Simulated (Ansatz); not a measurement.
## HfO2 with one atom moved — ¹⁷⁹Hf nuclear quadrupole resonance

Cell: an entry of the Crystallography Open Database (COD), relaxed with PBE at fixed cell and then changed (atom 4 (Hf) moved by 0.10 Å).

```yaml
crystal:
  lattice:
    - [5.11800, 0.00000, 0.00000]
    - [0.00000, 5.18570, 0.00000]
    - [-0.85866, 0.00000, 5.21387]
  atoms:
    - { symbol: Hf, position: [0.27670, 0.04188, 0.20813] }
    - { symbol: Hf, position: [0.72330, 0.54188, 0.29187] }
    - { symbol: Hf, position: [0.72330, 0.95812, 0.79187] }
    - { symbol: Hf, position: [0.28501, 0.44672, 0.72248] }
    - { symbol: O, position: [0.44655, 0.75838, 0.48027] }
    - { symbol: O, position: [0.55345, 0.25838, 0.01973] }
    - { symbol: O, position: [0.55345, 0.24162, 0.51973] }
    - { symbol: O, position: [0.44655, 0.74162, 0.98027] }
    - { symbol: O, position: [0.07264, 0.33925, 0.33895] }
    - { symbol: O, position: [0.92736, 0.83925, 0.16105] }
    - { symbol: O, position: [0.92736, 0.66075, 0.66105] }
    - { symbol: O, position: [0.07264, 0.16075, 0.83895] }
```

Atom numbers follow the list; atoms alike are taken as one site, whose name carries the number of the first.

Method: Kohn–Sham DFT in Ansatz, PBE, plane waves and PAW (field gradients read without the response of the frozen cores, which leaves them typically 4 to 6 % off), scalar-relativistic, 420 eV cutoff, Γ-centred 4×4×4 k-points, Fermi–Dirac smearing 0.02 eV.

¹⁷⁹Hf: I = 9/2, Q = 3793 mb (year-2017 value). Static lattice, zero field.

Question: Predict the zero-field ¹⁷⁹Hf lines of each site.

Answer: For I = 9/2 and η = 0 the lines are |C_Q|/24 times 1, 2, 3 and 4; η shifts the lowest up most. At large η the states mix, and weaker lines appear at sums of the main ones; lines under 5 % of the strongest are left out.

| site | atoms | V_zz (10²¹ V/m²) | C_Q (MHz) | η | line frequencies (MHz) |
| --- | --- | --- | --- | --- | --- |
| Hf1 | 1 | 12.21 | 1120 | 0.26 | 69.3, 88.1, 138.2, 157.4, 185.6 |
| Hf2 | 2 | 12.24 | 1123 | 0.10 | 50.5, 92.5, 140.1, 187.0 |
| Hf3 | 3 | 12.06 | 1106 | 0.18 | 57.5, 89.1, 137.4, 183.8 |
| Hf4 | 4 | 14.93 | 1370 | 0.19 | 72.9, 110.0, 170.1, 227.6 |

Question: And for ¹⁷⁷Hf (I = 7/2, Q = 3365 mb) on Hf4?

Answer: C_Q scales with Q to 1215 MHz, with lines at 97.4, 170.4, 259.5 MHz.

Without spin–orbit coupling the gradients at and beside Hf can be off by some per cent, at some sites by more. The atoms aren't relaxed after the move (largest force 2.2 eV/Å).

The run took 27 s of wall time (27 s of CPU time) and 0.62 GiB at its peak, on 1 thread of Intel Xeon 6975P-C (Granite Rapids) (x86_64; 16 cores open to the job, memory cap 3.0 GiB, no GPU), a shared host with a load of 0.1 a core.
